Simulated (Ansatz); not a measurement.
**Bands of TiO₂**

```xyz
3
Lattice="0.0000 2.4150 2.4150 2.4150 0.0000 2.4150 2.4150 2.4150 0.0000" Properties=species:S:1:pos:R:3 pbc="T T T"
Ti    0.0000    0.0000    0.0000
O     1.2075    1.2075    1.2075
O     3.6225    3.6225    3.6225
```

Atom numbers follow the list: Ti1, O2, O3.

The conventional cell has a = 4.830 Å, b = 4.830 Å, c = 4.830 Å, α = 90.00°, β = 90.00°, γ = 90.00°. Ti (atom 1) has 8 O at 2.09 Å as nearest neighbours. O (atom 2) is surrounded by 4 Ti at 2.09 Å.

The cell was built from the fluorite type and relaxed in the same program, and has space group Fm-3m; it needn't be a known or the stable phase.

Computed with DFT, PBE, all-electron LAPW, scalar-relativistic (Ansatz 0.2.0).

Settings: a Γ-centred 11×11×11 k mesh, Fermi–Dirac smearing of 0.05 eV, basis error target 1 meV/atom, no spin polarisation.

Points in fractions of the reciprocal vectors of this cell: Γ (0, 0, 0), X (0.5, 0, 0.5), U (0.625, 0.25, 0.625), K (0.375, 0.375, 0.75), L (0.5, 0.5, 0.5), W (0.5, 0.25, 0.75). The path joins them by straight lines in the order Γ–X–U–K–Γ–L–W–X; legs that retrace an earlier one aren't tabulated. Energies are in eV from the top of the valence band.

Problem. List the levels at U between -5 and 2.5 eV.

Solution. -4.76, -4.30, -2.75, -1.88, -0.44, 1.83, 1.93.

Problem. List the levels at L between -5 and 2.5 eV.

Solution. -4.80 (×2), -3.31, -3.24, -2.49 (×2), 1.46 (×2).

Problem. List the levels at K between -5 and 2.5 eV.

Solution. -4.76, -4.30, -2.75, -1.88, -0.44, 1.83, 1.93.

Problem. What is the band gap?

Solution. 1.12 eV, indirect from X (0.5, 0, 0.5) to Γ.

Kohn–Sham gaps of semilocal functionals usually fall short of measured ones.
